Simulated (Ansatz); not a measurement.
# Be (P6_3/mmc) in Ansatz: further runs

The runs below take Be through single point, equation of state, with PBE.

All numbers are computed with Ansatz 0.2.0; they aren't measurements. Logs are shortened: lines on timing, memory, paths and dates and some standing lists are left out, and cuts for length are marked.

**1. The structure**

It takes space group P6_3/mmc (No. 194, hexagonal). The conventional cell has a = 2.285 Å, b = 2.285 Å, c = 3.584 Å, α = 90.00°, β = 90.00°, γ = 120.00°. Around Be (site symmetry -6m2) lie 12 Be at 2.23 to 2.29 Å.

**2. Single point, PBE, 7.62 Å³/atom (volume scaled by 0.94)**

input.yaml

```yaml
crystal:
  lattice:
    - [2.2386481342, 0.0, 0.0]
    - [-1.1193240671, 1.9387261544, 0.0]
    - [0.0, 0.0, 3.5110325309]
  atoms:
    - { symbol: Be, position: [0.6666666667, 0.3333333333, 0.75] }
    - { symbol: Be, position: [0.3333333333, 0.6666666667, 0.25] }
hamiltonian:
  xc: pbe
  pseudopotentials: { kind: nc, source: spms }
kpoints:
  mp_grid: { grid: [13, 13, 8] }
scf:
  occupations: { method: fermi_dirac, width: 0.05 }
output:
  forces: true
  stress: true
  eigenvalues: true
```

Potentials or basis: SPMS NC.

On the command line:

```sh
ansatz run input.yaml --threads 2 --pin off --max-ram 5632MiB --backend cpu --events-out ev --progress --plain --runs-dir out
```

The log of the run:

```text
Warning: RAYON_NUM_THREADS=2 ignored (pool sized by the plan → 2); use --threads N
Engine: ansatz 0.2.0, aarch64-unknown-linux-gnu
Pseudopotentials: kind: nc
Pseudopotential: Be, nc, valence charge 4, recommended cutoff 707.4960423956879 eV (normal), Be.nc.azcp
Functional definition: PBE
  parameter kappa = 0.804
  parameter beta = 0.06672455060314922
  exchange = pbe_x(kappa = kappa, mu = beta*pi^2/3)
  correlation = pbe_c(beta = beta)
Crystal: 2 atoms, lattice volume = 15.238 Å³
Basis set: ecut = 707.4960423956879 eV, 627 PW (Γ), exchange–correlation on 40×40×64 points (8 copies of the dense FFT grid, shifted against one another)
Bands: 8, of which v1, the nominal top of the filled ones, is band 4 counted from 1 (3 counted from 0)
Symmetry: 24 space group operations
Space group: P63/mmc (ITA 194), of the structure as read, at distance tolerance 2.5e-5 Å
k-points: 105 of 1352
Non-local potential: Be, projectors of the file, l = 0: 2, l = 1: 2
Initial density: superposition of atomic densities (chi_scale 0.1, normalization cell)
Initial wavefunctions: pseudopotential atomic-orbital guess
Functional: x = pbe(κ = 0.804, μ = 0.2195149727645171), c = pbe(β = 0.06672455060314922)
SCF iter   1: F=—  HF=-733.519567 eV  |F-HF|=—  |Δ(HF+E_count)|=         —  Δρ=4.25e-2  dr2=5.37e-2  ethr=3.10e-3  ⟨swp⟩=4.5  Hψ=5950  notcnv=0
preconditioner: auto → none  [insulator: Δε(μ)=0.169 eV  Ē_g=13.283 eV  σ=0.050 eV  W_gap=0.69  n_scr=2 (ndim 8)  ℏωp=19.0 eV  f_vac=0.000  D(μ)=0.11/eV (n_scr^D=0)  ε∞_Penn≈3.1]
SCF iter   2: F=—  HF=-733.508411 eV  |F-HF|=—  |Δ(HF+E_count)|=   1.12e-2  Δρ=2.01e-2  dr2=1.17e-2  ethr=6.71e-4  ⟨swp⟩=1.7  Hψ=1815  notcnv=0
SCF iter   3: F=—  HF=-733.505691 eV  |F-HF|=—  |Δ(HF+E_count)|=   2.72e-3  Δρ=2.78e-4  dr2=1.75e-6  ethr=1.47e-4  ⟨swp⟩=2.0  Hψ=1257  notcnv=0
SCF iter   4: F=—  HF=-733.505624 eV  |F-HF|=—  |Δ(HF+E_count)|=   6.73e-5  Δρ=4.31e-5  dr2=3.59e-8  ethr=1.25e-9  ⟨swp⟩=5.1  Hψ=4241  notcnv=0
SCF iter   5: F=-733.505624 eV  HF=-733.505624 eV  |F-HF|=1.59e-11  |Δ(HF+E_count)|=   5.05e-8  Δρ=1.76e-6  dr2=2.27e-10  ethr=4.48e-10  ⟨swp⟩=2.0  Hψ=2563  notcnv=0
SCF 1 converged in 5 iterations: F = -733.505624 eV  dr2 = 2.27e-10
SCF converged after 5 iterations
Free energy (F): -733.505624 eV
Harris-Foulkes:  -733.505624 eV  (|F-HF|=1.59e-11)
Internal energy: -733.504641 eV  (E = F + TS)
E sigma→0 (E₀):  -733.505133 eV
Entropy (-TS):   -0.000982 eV (-0.491 meV/atom)
Fermi energy:    9.208129 eV
--- Per-component energies (eV) ---
  E_band       = -345.925446
  E_kinetic    = 366.904093
  E_local      = -179.057632  (includes V_loc(G=0)·N_el)
  E_nonlocal   = -547.743292
  E_hartree    = 84.474689
  E_xc         = -120.000115
  E_vxc        = -154.977939  (∫ρ·V_xc dr)
  E_ewald      = -338.082384
  E_smearing   = -0.000982  (= −TS)
  E_closure    = 0.000000  (closes the sum)
  Σ components = -733.505624   (vs F -733.505624, Δ=0.00e0)
--- Forces (eV/Å), atoms counted from 1 ---
  atom   1  Be     0.00000000    -0.00000000    -0.00000000
  atom   2  Be    -0.00000000     0.00000000     0.00000000
  max |Σ_I F_I| component: 3.70e-17 eV/Å
--- Stress (GPa, compression-positive) ---
        5.256854      -0.000000       0.000000
       -0.000000       5.256854       0.000000
        0.000000       0.000000       5.313818
  P = ⅓ Tr σ = 5.2758 GPa (52.758 kbar)
--- Band table (eV; the first three rows and the last of 105) ---
  k-point 0: bands = ["-90.7173", "-90.6842", "-2.1714", "4.8261", "10.7229", "25.7816", "25.7816", "28.7484"]
  k-point 1: bands = ["-90.7161", "-90.6856", "-2.0342", "4.0854", "11.7910", "25.9099", "25.9099", "28.7022"]
  k-point 2: bands = ["-90.7125", "-90.6892", "-1.6214", "2.6590", "14.1949", "26.2803", "26.2803", "27.4286"]
  k-point 104: bands = ["-90.6830", "-90.6830", "7.6517", "7.6517", "10.2682", "10.2682", "16.1565", "16.1565"]
```

It took 0.69 s on 2 threads of Arm Neoverse V2, shared host; peak memory 0.24 GiB.

What came out:

- Free energy: -733.5056 eV
- Pressure: 5.3 GPa
- Band gap on the k mesh: none (metal or under the smearing width)

Caveat: the pressure holds a Pulay correction of +0.4 GPa for the finite cutoff.

**3. Single point, PBE, 7.78 Å³/atom (volume scaled by 0.96)**

Changes to input.yaml since step 2:

```diff
@@ -2,5 +2,5 @@
   lattice:
-    - [2.2386481342, 0.0, 0.0]
-    - [-1.1193240671, 1.9387261544, 0.0]
-    - [0.0, 0.0, 3.5110325309]
+    - [2.2544137814, 0.0, 0.0]
+    - [-1.1272068907, 1.9523796054, 0.0]
+    - [0.0, 0.0, 3.5357589267]
   atoms:
```

Potentials or basis: SPMS NC.

On the command line:

```sh
ansatz run input.yaml --threads 2 --pin off --max-ram 5632MiB --backend cpu --events-out ev --progress --plain --runs-dir out
```

Run time: 0.7 s. Hardware: 2 threads of Arm Neoverse V2, shared host; peak memory 0.24 GiB.

It converged, with:

```yaml
Free_energy: -733.5134 eV
Pressure: 2.4 GPa
Band_gap_on_the_k_mesh: none (metal or under the smearing width)
```

Caveat: the pressure holds a Pulay correction of +0.4 GPa for the finite cutoff.

**4. Single point, PBE, 7.94 Å³/atom (volume scaled by 0.98)**

Changes to input.yaml since step 3:

```diff
@@ -2,5 +2,5 @@
   lattice:
-    - [2.2544137814, 0.0, 0.0]
-    - [-1.1272068907, 1.9523796054, 0.0]
-    - [0.0, 0.0, 3.5357589267]
+    - [2.269961954, 0.0, 0.0]
+    - [-1.134980977, 1.9658447178, 0.0]
+    - [0.0, 0.0, 3.5601442416]
   atoms:
@@ -19 +19,5 @@
   eigenvalues: true
+  write_density: true
+  write_potential: true
+  elf: true
+  volumetric_format: npy
```

On the command line:

```sh
ansatz run input.yaml --threads 2 --pin off --max-ram 5632MiB --backend cpu --events-out ev --progress --plain --runs-dir out
```

Run time: 0.95 s. Hardware: 2 threads of Arm Neoverse V2, shared host; peak memory 0.25 GiB.

Results (log left out):

- Free energy: -733.5156 eV
- Pressure: -0.2 GPa
- Band gap on the k mesh: none (metal or under the smearing width)

Caveat: the pressure holds a Pulay correction of +0.4 GPa for the finite cutoff.

**5. Single point, PBE, 8.11 Å³/atom**

Changes to input.yaml since step 4:

```diff
@@ -2,5 +2,5 @@
   lattice:
-    - [2.269961954, 0.0, 0.0]
-    - [-1.134980977, 1.9658447178, 0.0]
-    - [0.0, 0.0, 3.5601442416]
+    - [2.2853, 0.0, 0.0]
+    - [-1.14265, 1.9791278553, 0.0]
+    - [0.0, 0.0, 3.5842]
   atoms:
```

On the command line:

```sh
ansatz run input.yaml --threads 2 --pin off --max-ram 5632MiB --backend cpu --events-out ev --progress --plain --runs-dir out
```

It took 0.97 s on 2 threads of Arm Neoverse V2, shared host; peak memory 0.25 GiB.

It converged, with:

```
Free energy            : -733.5128 eV
Pressure               : -2.6 GPa
Band gap on the k mesh : none (metal or under the smearing width)
```

Caveat: the pressure holds a Pulay correction of +0.4 GPa for the finite cutoff.

**6. Single point, PBE, 8.27 Å³/atom (volume scaled by 1.02)**

Changes to input.yaml since step 5:

```diff
@@ -2,5 +2,5 @@
   lattice:
-    - [2.2853, 0.0, 0.0]
-    - [-1.14265, 1.9791278553, 0.0]
-    - [0.0, 0.0, 3.5842]
+    - [2.3004348782, 0.0, 0.0]
+    - [-1.1502174391, 1.9922350443, 0.0]
+    - [0.0, 0.0, 3.6079371156]
   atoms:
```

Potentials or basis: SPMS NC.

On the command line:

```sh
ansatz run input.yaml --threads 2 --pin off --max-ram 5632MiB --backend cpu --events-out ev --progress --plain --runs-dir out
```

Run time: 0.98 s. Hardware: 2 threads of Arm Neoverse V2, shared host; peak memory 0.25 GiB.

It converged, with:

```yaml
Free_energy: -733.5053 eV
Pressure: -4.8 GPa
Band_gap_on_the_k_mesh: none (metal or under the smearing width)
```

Caveat: the pressure holds a Pulay correction of +0.4 GPa for the finite cutoff.

**7. Single point, PBE, 8.43 Å³/atom (volume scaled by 1.04)**

Changes to input.yaml since step 6:

```diff
@@ -2,5 +2,5 @@
   lattice:
-    - [2.3004348782, 0.0, 0.0]
-    - [-1.1502174391, 1.9922350443, 0.0]
-    - [0.0, 0.0, 3.6079371156]
+    - [2.3153731856, 0.0, 0.0]
+    - [-1.1576865928, 2.005171998, 0.0]
+    - [0.0, 0.0, 3.6313659352]
   atoms:
@@ -19,5 +19 @@
   eigenvalues: true
-  write_density: true
-  write_potential: true
-  elf: true
-  volumetric_format: npy
```

On the command line:

```sh
ansatz run input.yaml --threads 2 --pin off --max-ram 5632MiB --backend cpu --events-out ev --progress --plain --runs-dir out
```

Wall time 0.74 s (2 threads of Arm Neoverse V2, shared host); peak memory 0.25 GiB.

The run converged. Its results:

- Free energy: -733.4936 eV
- Pressure: -6.8 GPa
- Band gap on the k mesh: none (metal or under the smearing width)

Caveat: the pressure holds a Pulay correction of +0.4 GPa for the finite cutoff.

**8. Single point, PBE, 8.59 Å³/atom (volume scaled by 1.06)**

Changes to input.yaml since step 7:

```diff
@@ -2,5 +2,5 @@
   lattice:
-    - [2.3153731856, 0.0, 0.0]
-    - [-1.1576865928, 2.005171998, 0.0]
-    - [0.0, 0.0, 3.6313659352]
+    - [2.3301211831, 0.0, 0.0]
+    - [-1.1650605915, 2.0179441385, 0.0]
+    - [0.0, 0.0, 3.6544962781]
   atoms:
```

On the command line:

```sh
ansatz run input.yaml --threads 2 --pin off --max-ram 5632MiB --backend cpu --events-out ev --progress --plain --runs-dir out
```

It took 0.76 s on 2 threads of Arm Neoverse V2, shared host; peak memory 0.25 GiB.

It converged, with:

* Free energy: -733.4781 eV
* Pressure: -8.6 GPa
* Band gap on the k mesh: none (metal or under the smearing width)

Caveat: the pressure holds a Pulay correction of +0.3 GPa for the finite cutoff.

**9. Equation of state, PBE**

Potentials or basis: SPMS NC.

No new run: the results of the series are fitted here.

Results:

```yaml
Equilibrium_volume: 7.93 Å³/atom
Bulk_modulus_at_fixed_shape_and_positions: 123 GPa
Pressure_derivative_of_the_bulk_modulus: 3.3
```

Energy against volume, from the lowest point:
```
volume (Å³/atom)  energy (meV/atom)
           7.619               4.98
           7.781               1.11
           7.943               0.00
           8.105               1.40
           8.268               5.12
           8.430              10.98
           8.592              18.76
```

Caveat: the cell was scaled at fixed shape and fractional positions, which overstates the stiffness of a crystal with free parameters, most of all of layers and chains.
